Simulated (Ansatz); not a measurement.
Mg: what symmetry allows forces and stress to be

```
CELL_PARAMETERS angstrom
3.27628 0.00000 0.00000
-1.63814 2.83734 0.00000
0.00000 0.00000 5.24097
ATOMIC_POSITIONS crystal
Mg 0.33333 0.66667 0.29798
Mg 0.66667 0.33333 0.70202
```

Method: DFT PBE, scalar-relativistic, plane waves, PAW in Ansatz.

Cutoff 420 eV; k points 15×15×8 on the computed 2-atom cell (Γ-centred); Gaussian smearing, width 0.10 eV; no spin polarisation.

This distorted cell has space group P-3m1, with 12 operations.

Problem. Without a calculation: in which directions can each atom feel a force?

Solution. A force must be left unchanged by every operation that keeps its atom in place, so it lies in the space that those operations leave fixed. Atoms that the group maps onto each other feel forces of one size.
```
atom site symmetry operations at the site equivalent to atom allowed force (Cartesian)
 Mg1            3m.                       6                   1   along (0.00, 0.00, 1.00)
 Mg2            3m.                       6                   1   along (0.00, 0.00, 1.00)
```

That leaves 1 independent force component of 6. A relaxation in this cell that keeps the symmetry moves the atoms in these directions alone.

Problem. And the stress tensor?

Solution. It must be invariant under the point group, which leaves 2 independent components: yz, xz, xy vanish; xx = yy.

Problem. Do the computed values obey this?

Solution. Yes. Forces (eV/Å):
```
Mg1  0.000  0.000 -1.341
Mg2  0.000  0.000  1.341
```

Stress (GPa, compression positive, xx yy zz yz xz xy): 0.03 0.03 3.05 0.00 0.00 0.00. The program imposes the same operations on density, forces and stress, so this confirms the analysis and is no independent test of the calculation.